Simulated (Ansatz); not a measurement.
PbSe (Clausthalite), computed twice by G0W0.

```
Pb Se
1.0
     0.00000    3.06065    3.06065
     3.06065    0.00000    3.06065
     3.06065    3.06065    0.00000
Pb Se
1 1
Cartesian
  0.0000 0.0000 0.0000
  3.0606 3.0606 3.0606
```

The cell and positions come from the Crystallography Open Database and are kept as given unless a step says otherwise. Spin-orbit coupling is left out unless a run names it.

The first (Ansatz 0.2.0; start PBE, 4×4×4 mesh, 368 empty bands, screening to 200 eV, PAW set soft_1 files; 1 × NVIDIA H100 80GB HBM3 (shared by 6 runs) with 3 threads of AMD EPYC 7R13 (Zen 3), shared host) gave, on its mesh: starting gap 0.29 eV, G0W0 gap 0.53 eV, RPA ε∞ (mean) 108.11, 18 s.

The second gave: starting gap 0.29 eV, G0W0 gap 0.43 eV, RPA ε∞ (mean) 108.04, 14 s.

**Question.** What was changed in the input? Choose among start, files, mesh, bands and cutoff, frequency model or another key.

Changed: empty bands from 368 to 171 and screening cutoff (eV) from 200.0 to 120. The starting gap stayed, which rules out the functional and points to the GW step. Other changes could give like numbers; this is the one that was made.

Limits: not at the basis limit; model gap, bands may invert with spin-orbit coupling; screening runs away on this mesh; no spin-orbit coupling; coarse k mesh.

[Paths, hosts, dates, memory and timing lines, banners, echoed tables and standing remarks are left out of the program output.]

[Logs are printed without paths, hosts, clocks, repeated set-up lines and the standing remarks that a program may print on its own settings, such as how far it seeks lower states.]

[Runs of the session that timed out or met a known fault of the program may be left out.]

[Cells called generated may have been cut or substituted from an entry of the Crystallography Open Database or the Materials Project.]

[Hosts, paths, dates, database ids (printed as entryN), source tags and the programs' standing remarks are cut or masked in the printed files.]
